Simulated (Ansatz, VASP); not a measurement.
**Two plane-wave programs on RbH2**

```
Rb H
1.0
     1.73893    1.00397    5.25200
    -1.73893    1.00397    5.25200
     0.00000   -2.00794    5.25200
Rb H
1 2
Cartesian
  0.0000 0.0000 0.0000
  0.0000 0.0000 11.8170
  0.0000 0.0000 3.9390
```

Alike in both runs: task single point; functional PBE; k mesh 6 × 6 × 6; occupations gaussian, width 0.1 eV; no spin polarisation.

|  | VASP | Ansatz |
| --- | --- | --- |
| version | VASP 6.6.1 | Ansatz 0.2.0 |
| potentials or method | VASP PAW PBE potentials, release 64 (Rb_sv, H) | scalar-relativistic, plane waves, PAW |
| plane-wave cutoff (eV) | 520 | 420 |
| valence electrons in the cell | 11 | 11 |

VASP gave:

* gap on the k mesh at the Fermi level (eV): none
* pressure (GPa): 7.2
* largest component of the traceless stress (GPa): 5.73
* rms of the force components (eV/Å): 0.243

Problem. What did Ansatz give for the same quantities?

Solution. gap on the k mesh at the Fermi level (eV): none; pressure (GPa): 7.2; largest component of the traceless stress (GPa): 5.68; rms of the force components (eV/Å): 0.239.

Atom by atom the forces differ by 0.004 eV/Å (rms over components). A gap of «none» marks a metal or a gap that the smearing closes.
